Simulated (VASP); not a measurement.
Wanted: the native input for a VASP 6.6.1 run.

| Property | Result |
| --- | --- |
| Task | single point |
| Functional | PBE |
| Dispersion | D3(BJ) |
| Potentials or basis | VASP PAW PBE potentials, release 64 (C, O) |
| Cutoff | 520 eV |
| k mesh | 1 × 1 × 1 |
| Occupations | fermi-dirac, width 0.02 eV |
| Spin | no spin polarisation |
| Dipole correction | no |
| Further INCAR settings | LREAL = Auto; ALGO = Normal; EDIFF = 1e-07; NBANDS = 101 |

The structure of CO2 lies in POSCAR:

```
CO2
1.0
    8.7065880000      0.0000000000      0.0000000000
    0.0000000000      8.7065880000      0.0000000000
    0.0000000000      0.0000000000      8.7065880000
C O
10 20
Direct
    0.4309150726      0.2071305085      0.6027849256
    1.0420155404     -0.0598512299      0.2843938406
    0.7795246542      0.4051759426      0.3772775282
    0.3335060761      0.4790280647      0.9011566873
    0.4897211169      0.8859957540      1.1912473635
    1.0641022637      0.5608626479      0.6715834033
    0.6007634678      0.7107606332      0.6517133922
    0.1915446097      0.5505945613      0.3296469294
    0.0800428365      0.9926506227      0.6531490866
    0.7786976942      0.2216482507      0.9971185038
    0.4451112192      0.2284247285      0.4658196759
    0.3881313782      0.1852160686      0.7335594610
    0.9967969083     -0.1717435119      0.2128618007
    1.0776437337      0.0529828677      0.3413966527
    0.8519181107      0.2934789150      0.3985258060
    0.7095891065      0.5175506180      0.3634489194
    0.2581952884      0.3776450660      0.9660960183
    0.4291462970      0.5497331446      0.8524349607
    0.4232312359      0.9817623161      1.1267674547
    0.5596566646      0.7997047753      1.2712327722
    1.0592668448      0.6448220589      0.7782612431
    1.0637232404      0.4491311637      0.5971799745
    0.5131975924      0.7799955620      0.5760465523
    0.6983447477      0.6448680011      0.7194092565
    0.0734156710      0.5269343169      0.2831878573
    0.3275795294      0.5674898135      0.3603822760
    0.0079250333      1.0777011615      0.7247500399
    0.1502884942      0.8935187929      0.5993162879
    0.7347309876      0.1115821720      1.0759094148
    0.8112707297      0.3062049106      0.8965739507
```

The cell was built by a generator and needn't be a form met in nature.

These files were run (other wordings do the same):

INCAR

```
PREC = Accurate ; ENCUT = 520
EDIFF = 1E-7 ; ISMEAR = -1
SIGMA = 0.02 ; LREAL = Auto
LASPH = T ; NELM = 60
ALGO = Normal ; ISIF = 2
LWAVE = F ; LCHARG = F
GGA = PE ; IVDW = 12
NBANDS = 101
```

KPOINTS

```
regular mesh
0
Gamma
  1 1 1
```

Potentials or basis: VASP PAW PBE potentials, release 64 (C, O).

Run with:

```console
$ cat potpaw_PBE.64/C/POTCAR potpaw_PBE.64/O/POTCAR > POTCAR
$ mpirun -np 1 vasp_gam > vasp.out
```

It gave:

* Pressure: 0.1 GPa
* Largest force: 11.060 eV/Å
* Band gap on the k mesh: 5.49 eV, direct
* Dispersion energy per atom: -0.044 eV

Caveat: the standard files for N, O and F lose accuracy on very short bonds.

Wall time 88 s on 1 thread of Intel(R) Xeon(R) 6975P-C (Granite Rapids), with other jobs on the host, peak memory 0.64 GiB.
